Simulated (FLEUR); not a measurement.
# AlPt (Pm-3m) in FLEUR: band structure with LDA

Aim: the band structure of AlPt with LDA.

Everything below comes from runs of FLEUR MaX-R8.1 (later development tree). Logs are shortened: lines on timing, memory, paths and dates and some standing lists are left out, and cuts for length are marked.

## (1) Starting point

Symmetry: Pm-3m, No. 221, cubic system. Conventional cell: a = 3.092 Å, b = 3.092 Å, c = 3.092 Å, α = 90.00°, β = 90.00°, γ = 90.00°. Pt (site symmetry m-3m) is surrounded by 8 Al at 2.68 Å. Around Al (site symmetry m-3m) lie 8 Pt at 2.68 Å.

Measurements of this composition are mostly on another form, of space group No. 198.

## (2) Band structure, LDA

inp.xml reads:

```xml
<?xml version="1.0" encoding="UTF-8" standalone="no"?>
<fleurInput fleurInputVersion="0.39">
   <comment>
      AlPt                                                                                                
   </comment>
   <calculationSetup>
      <cutoffs Kmax="5.16" Gmax="16.0" GmaxXC="16.0" numbands="0"/>
      <scfLoop itmax="60" minDistance="0.00001" maxIterBroyd="15" imix="Anderson" alpha="0.05" precondParam="0.0" spinf="2.0" sdNocoIR="T"/>
      <coreElectrons ctail="T" frcor="F" kcrel="0" coretail_lmax="0"/>
      <xcFunctional name="vwn" relativisticCorrections="F"/>
      <magnetism jspins="1"/>
      <soc l_soc="F" theta="0.0" phi="0.0" spav="F"/>
      <expertModes spex="0" secvar="F"/>
      <geometryOptimization l_f="F" forcealpha="1.0" forcemix="BFGS" epsdisp="0.00001" epsforce="0.00001"/>
      <ldaU l_linMix="F" mixParam="0.05" spinf="1.0"/>
   </calculationSetup>
   <cell>
      <bzIntegration valenceElectrons="29.0" mode="hist" fermiSmearingEnergy="0.00183747">
         <kPointListSelection listName="default-1"/>
         <!-- k-points included here -->
         <xi:include xmlns:xi="http://www.w3.org/2001/XInclude" href="kpts.xml"> </xi:include>
      </bzIntegration>
      <!-- symmetry operations included here -->
      <xi:include xmlns:xi="http://www.w3.org/2001/XInclude" href="sym.xml"> </xi:include>
      <bulkLattice scale="1.0">
         <bravaisMatrix>
[... 32 lines left out ...]
         </electronConfig>
         <energyParameters s="3" p="3" d="3" f="4"/>
         <lo type="SCLO" l="0" n="2" eDeriv="0"/>
         <lo type="SCLO" l="1" n="2" eDeriv="0"/>
         <lo type="SCLO" l="2" n="3" eDeriv="2"/>
         <lo type="SCLO" l="3" n="4" eDeriv="2"/>
      </species>
   </atomSpecies>
   <atomGroups>
      <atomGroup species="Platinum (Pt)">
         <relPos label="                   1">1.000/2.000 1.000/2.000 1.000/2.000</relPos>
         <force calculate="T" relaxXYZ="TTT"/>
      </atomGroup>
      <atomGroup species="Aluminum (Al)">
         <relPos label="                   2">.0000000000 .0000000000 .0000000000</relPos>
         <force calculate="T" relaxXYZ="TTT"/>
      </atomGroup>
   </atomGroups>
   <output dos="F" band="F" slice="F">
      <checks vchk="F" cdinf="F"/>
      <bandDOS minEnergy="-.5*Htr" maxEnergy="0.5*Htr" sigma="0.015" storeEVData="T"/>
      <vacuumDOS vacdos="F" integ="F" star="F" nstars="0" locx1="0.0" locy1="0.0" locx2="0.0" locy2="0.0" nstm="0" tworkf="0.0"/>
      <unfoldingBand unfoldBand="F" supercellX="1" supercellY="1" supercellZ="1"/>
      <plotting iplot="0" polar="F">
         <plot TwoD="T" vec1="  1.0  0.0  0.0" vec2="  0.0  1.0  0.0" vec3="  0.0  0.0  1.0" zero="  0.0  0.0  0.0" file="plot"/>
      </plotting>
      <chargeDensitySlicing numkpt="0" minEigenval="0.0" maxEigenval="0.0" nnne="0" pallst="F"/>
      <specialOutput eonly="F"/>
      <moessbauerParams electricFieldGradient="T" isomerShift="T" coreHyperfine="T" valenceHyperfine="T"/>
      <magneticCircularDichroism mcd="F" energyLo="-10.0" energyUp="0.0"/>
   </output>
  <!-- We include the file relax.xml here to enable relaxations (see documentation) -->
  <xi:include xmlns:xi="http://www.w3.org/2001/XInclude" href="relax.xml"> <xi:fallback/> </xi:include>
</fleurInput>
```

crystal.txt reads:

```
AlPt
&input cartesian=F /
3.0915460000  0.0000000000  0.0000000000
0.0000000000  3.0915460000  0.0000000000
0.0000000000  0.0000000000  3.0915460000
1.8897261246
1.0 1.0 1.0

2
78 0.5000000000  0.5000000000  0.5000000000
13 0.0000000000  0.0000000000  0.0000000000

&kpt div1=9 div2=9 div3=9 gamma=T /
```

inp.xml (bands) reads:

```
<?xml version="1.0" encoding="UTF-8" standalone="no"?>
<fleurInput fleurInputVersion="0.39">
   <comment>
      AlPt                                                                                                
   </comment>
   <calculationSetup>
      <cutoffs Kmax="5.16" Gmax="16.0" GmaxXC="16.0" numbands="0"/>
      <scfLoop itmax="60" minDistance="0.00001" maxIterBroyd="15" imix="Anderson" alpha="0.05" precondParam="0.0" spinf="2.0" sdNocoIR="T"/>
      <coreElectrons ctail="T" frcor="F" kcrel="0" coretail_lmax="0"/>
      <xcFunctional name="vwn" relativisticCorrections="F"/>
      <magnetism jspins="1"/>
      <soc l_soc="F" theta="0.0" phi="0.0" spav="F"/>
      <expertModes spex="0" secvar="F"/>
      <geometryOptimization l_f="F" forcealpha="1.0" forcemix="BFGS" epsdisp="0.00001" epsforce="0.00001"/>
      <ldaU l_linMix="F" mixParam="0.05" spinf="1.0"/>
   </calculationSetup>
   <cell>
      <bzIntegration valenceElectrons="29.0" mode="hist" fermiSmearingEnergy="0.00183747">
         <kPointListSelection listName="path-1"/>
         <!-- k-points included here -->
         <xi:include xmlns:xi="http://www.w3.org/2001/XInclude" href="kpts.xml"> </xi:include>
      </bzIntegration>
      <!-- symmetry operations included here -->
      <xi:include xmlns:xi="http://www.w3.org/2001/XInclude" href="sym.xml"> </xi:include>
      <bulkLattice scale="1.0">
[... 32 lines left out ...]
            <stateOccupation state="(3p3/2)" spinUp="0.333333" spinDown="0.333333"/>
         </electronConfig>
         <energyParameters s="3" p="3" d="3" f="4"/>
         <lo type="SCLO" l="0" n="2" eDeriv="0"/>
         <lo type="SCLO" l="1" n="2" eDeriv="0"/>
         <lo type="SCLO" l="2" n="3" eDeriv="2"/>
         <lo type="SCLO" l="3" n="4" eDeriv="2"/>
      </species>
   </atomSpecies>
   <atomGroups>
      <atomGroup species="Platinum (Pt)">
         <relPos label="                   1">1.000/2.000 1.000/2.000 1.000/2.000</relPos>
         <force calculate="T" relaxXYZ="TTT"/>
      </atomGroup>
      <atomGroup species="Aluminum (Al)">
         <relPos label="                   2">.0000000000 .0000000000 .0000000000</relPos>
         <force calculate="T" relaxXYZ="TTT"/>
      </atomGroup>
   </atomGroups>
   <output dos="F" band="T" slice="F">
      <checks vchk="F" cdinf="F"/>
      <bandDOS minEnergy="-.5*Htr" maxEnergy="0.5*Htr" sigma="0.015" storeEVData="T"/>
      <vacuumDOS vacdos="F" integ="F" star="F" nstars="0" locx1="0.0" locy1="0.0" locx2="0.0" locy2="0.0" nstm="0" tworkf="0.0"/>
      <unfoldingBand unfoldBand="F" supercellX="1" supercellY="1" supercellZ="1"/>
      <plotting iplot="0" polar="F">
         <plot TwoD="T" vec1="  1.0  0.0  0.0" vec2="  0.0  1.0  0.0" vec3="  0.0  0.0  1.0" zero="  0.0  0.0  0.0" file="plot"/>
      </plotting>
      <chargeDensitySlicing numkpt="0" minEigenval="0.0" maxEigenval="0.0" nnne="0" pallst="F"/>
      <specialOutput eonly="F"/>
      <moessbauerParams electricFieldGradient="T" isomerShift="T" coreHyperfine="T" valenceHyperfine="T"/>
      <magneticCircularDichroism mcd="F" energyLo="-10.0" energyUp="0.0"/>
   </output>
  <!-- We include the file relax.xml here to enable relaxations (see documentation) -->
  <xi:include xmlns:xi="http://www.w3.org/2001/XInclude" href="relax.xml"> <xi:fallback/> </xi:include>
</fleurInput>
```

Potentials or basis: all-electron, FLAPW.

Command:

```bash
inpgen -f crystal.txt -profile fastHighL
# inp.xml edited to the form shown
fleur_MPI
fleur_MPI   # second run, on inp.xml (bands)
```

Output:

```text
Welcome to FLEUR        (www.flapw.de)
      MaX-Release 8.1          (www.max-centre.eu)

 ========== k-point set info ==========
 Selected k-point list: default-1
 k-point list type: mesh
 9 x 9 x 9
 Number of k points: 35

 ------------Calculation Setup---------------------------
 Number of MPI-tasks      :            1
 Number of PE/node        :            1
 Number of OMP-threads    :            1
 Most efficient MPI parallelization for:
           1           5           7          35
 Additional eigenvalue parallelization possible
 Number of basis functions:          544
 Approximate size of matrices (H+S) per k-point:         0.004 GB
 --------------------------------------------------------
 Iteration:     1   Distance:      14.54571416 me/bohr^3
 Iteration:     2   Distance:      12.52876549 me/bohr^3
 Iteration:     3   Distance:       5.71553331 me/bohr^3
 Iteration:     4   Distance:       3.25638607 me/bohr^3
 Iteration:     5   Distance:       1.51504062 me/bohr^3
 Iteration:     6   Distance:       0.21518599 me/bohr^3
 Iteration:     7   Distance:       0.15996281 me/bohr^3
 Iteration:     8   Distance:       0.07513404 me/bohr^3
 Iteration:     9   Distance:       0.07508986 me/bohr^3
 Iteration:    10   Distance:       0.01819753 me/bohr^3
 Iteration:    11   Distance:       0.00196007 me/bohr^3
 Iteration:    12   Distance:       0.00183684 me/bohr^3
 Iteration:    13   Distance:       0.00019922 me/bohr^3
 Iteration:    14   Distance:       0.00004084 me/bohr^3
 Iteration:    15   Distance:       0.00001563 me/bohr^3
 Iteration:    16   Distance:       0.00001370 me/bohr^3
 Iteration:    17   Distance:       0.00000646 me/bohr^3

 ********************************************************************
 Run finished successfully
 Stop message:
   all done
 ********************************************************************
```

It took 71 s on 1 thread of Arm Neoverse V1, shared host; peak memory 0.06 GiB.

What came out:

```
Free energy                                           : -508267.3118 eV
Band gap along the path                               : none (metal or under the smearing width)
Valence electrons inside the program's atomic spheres : Pt 17.09; Al 8.71 (radii Pt 2.62, Al 1.9 bohr)
```

Levels at the corners of the path, in eV from the Fermi level:
```csv
point,band 11,band 12,band 13,band 14,band 15,band 16,band 17,band 18
Γ,-5.53,-2.58,-2.58,-2.58,3.87,3.87,3.87,9.16
X,-4.95,-4.00,-4.00,-2.39,-0.88,6.26,8.62,8.62
M,-3.65,-3.65,-3.02,-3.02,-1.36,0.97,3.36,8.36
Γ,-5.53,-2.58,-2.58,-2.58,3.87,3.87,3.87,9.16
R,-6.35,-1.28,-1.28,0.54,1.86,1.86,1.86,4.72
X,-4.95,-4.00,-4.00,-2.39,-0.88,6.26,8.62,8.62
M,-3.65,-3.65,-3.02,-3.02,-1.36,0.97,3.36,8.36
R,-6.35,-1.28,-1.28,0.54,1.86,1.86,1.86,4.72
```

Core levels (eV from the Fermi level):
| atom | levels |
| --- | --- |
| 1 Pt | 1s1/2 -78249.2, 2s1/2 -13734.9, 2p1/2 -13166.6, 2p3/2 -11439.2, 3s1/2 -3223.5, 3p1/2 -2968.1, 3p3/2 -2588.5, 4s1/2 -689.8, 3d3/2 -2162.3, 3d5/2 -2080.4, 4p1/2 -581.5, 4p3/2 -490.9, 4d3/2 -313.4, 4d5/2 -296.5, 4f5/2 -69.4, 4f7/2 -66.0 |
| 2 Al | 1s1/2 -1499.7 |

Caveat: spin-orbit coupling is left out, which moves the levels of the heavy elements.
